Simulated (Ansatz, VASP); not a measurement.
**One calculation of Ir, two programs**

File INCAR:

```
  PREC = Accurate
  ENCUT = 520
  EDIFF = 1E-8
  ISMEAR = -1
  SIGMA = 0.05
  LREAL = F
  LASPH = T
  NELM = 80
  ALGO = Normal
  ISIF = 2
  LWAVE = F
  LCHARG = F
  GGA = PS
  LEFG = T
  NBANDS = 10
```

The input KPOINTS:

```
Automatic mesh
0
Gamma
  18 18 18
```

POSCAR

```
Ir
1.0
    0.0000000000      1.9132795507      1.9132795507
    1.9132795507      0.0000000000      1.9132795507
    1.9132795507      1.9132795507      0.0000000000
Ir
1
Direct
    0.0000000000      0.0000000000      0.0000000000
```

Input for Ansatz:

```yaml
crystal:
  lattice:
    - [0.0, 1.9132795507, 1.9132795507]
    - [1.9132795507, 0.0, 1.9132795507]
    - [1.9132795507, 1.9132795507, 0.0]
  atoms:
    - { symbol: Ir, position: [0.0, 0.0, 0.0] }
kpoints:
  mp_grid: { grid: [18, 18, 18] }
scf:
  occupations: { method: fermi_dirac, width: 0.05 }
hamiltonian:
  xc: pbesol
  pseudopotentials: { kind: all_electron, datasets: crystal }
output:
  forces: true
  stress: true
  eigenvalues: true
  efg: { contact_densities: true }
```

Change from the starting cell: volume scaled by 0.99, crystal datasets.

Alike in both runs: task electric field gradients; functional PBEsol; k mesh 18 × 18 × 18; occupations fermi-dirac, width 0.05 eV; no spin polarisation.

|  | VASP | Ansatz |
| --- | --- | --- |
| version | VASP 6.6.1 | Ansatz 0.2.0 |
| potentials or method | VASP PAW PBE potentials, release 64 (Ir) | all-electron PAW with datasets made for the crystal, scalar-relativistic |
| plane-wave cutoff (eV) | 520 | see its input |

```tsv
	VASP	Ansatz	Ansatz less VASP
pressure (GPa)	2.2	1.1	-1.06
Vzz of the field gradient on the site that differs most (V/Å²)	0.0	0.0	0.00
```

Ansatz ran all-electron here, so the differences hold the error of VASP's frozen core and of both bases. Ansatz warned: «gradients_without_spin_orbit».

Caveats: the PAW data sets were made with another functional, which shifts forces and pressure a little (VASP). The runs have no spin-orbit coupling, so splittings on Ir are missing.
